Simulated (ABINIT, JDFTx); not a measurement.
Given: the input of a run of JDFTx 1.7.0 (patched build) on Si2Mo. 

The input Si2Mo.in:

```
lattice \
   -3.0235617994     3.0235617994     3.0235617994 \
    3.0235617994    -3.0235617994     3.0235617994 \
    7.4275685328     7.4275685328    -7.4275685328
coords-type Lattice
ion Mo     0.0000000000     0.0000000000     0.0000000000 1
ion Si     0.6670000000     0.6670000000     0.0000000000 1
ion Si     0.3330000000     0.3330000000     0.0000000000 1

ion-species pseudo/Mo.upf
ion-species pseudo/Si.upf
elec-cutoff 40 320
elec-ex-corr gga-PBEsol
kpoint-folding 12 12 12
elec-smearing Fermi 0.0018374661
elec-n-bands 17
electronic-SCF nIterations 100 energyDiffThreshold 1e-09
electronic-minimize nIterations 30 energyDiffThreshold 1e-7
converge-empty-states yes
forces-output-coords Cartesian

dump-name run.$VAR
dump End Ecomponents EigStats BandEigs Kpoints Forces Stress
```

Potentials or basis: PseudoDojo-SR-PBEsol-0.4.1-standard with smoothed tails.

Command:

```console
$ jdftx -c 1 -i Si2Mo.in -o Si2Mo.out
```

Q: What does the same run look like in ABINIT 10.8.3 (patched build)? Potentials or basis there: PseudoDojo NC SR PBEsol v0.4.1 standard, cutoff 1088 eV.

A: As run (cutoffs and basis follow the program's own potentials, and thresholds, step limits or extra output files can differ):

The input run.abi:

```
# Pseudopotentials
pp_dirpath "./"
pseudos "Mo.upf, Si.upf"

# Structure
acell 3*1.0
rprim
    -3.0235617994     3.0235617994     7.4275685328
     3.0235617994    -3.0235617994     7.4275685328
     3.0235617994     3.0235617994    -7.4275685328
ntypat 2
znucl 42 14
natom 3
typat 1 2 2
xred
     0.0000000000     0.0000000000     0.0000000000
     0.6670000000     0.6670000000     0.0000000000
     0.3330000000     0.3330000000     0.0000000000

# Plane-wave basis
ecut 1088.455450 eV

# k points
kptopt 1
ngkpt 12 12 12
nshiftk 1
shiftk 0.0 0.0 0.0

# Exchange and correlation
ixc -116133

# Bands and occupations
nband 15
occopt 3
tsmear 0.00183747

# SCF cycle
nstep 100
tolvrs 1.0e-10

# Output
iomode 3
prtwf 0
prtden 0
prteig 0
prtebands 0
enunit 2
```

Potentials or basis: PseudoDojo NC SR PBEsol v0.4.1 standard.

Run with:

```sh
$ abinit run.abi > log 2>&1
```

Both were run:

|  | JDFTx | ABINIT |
| --- | --- | --- |
| Pressure | -2.7 GPa | -2.7 GPa |
| Largest force | 0.323 eV/Å | 0.323 eV/Å |

Pressure is positive in compression.
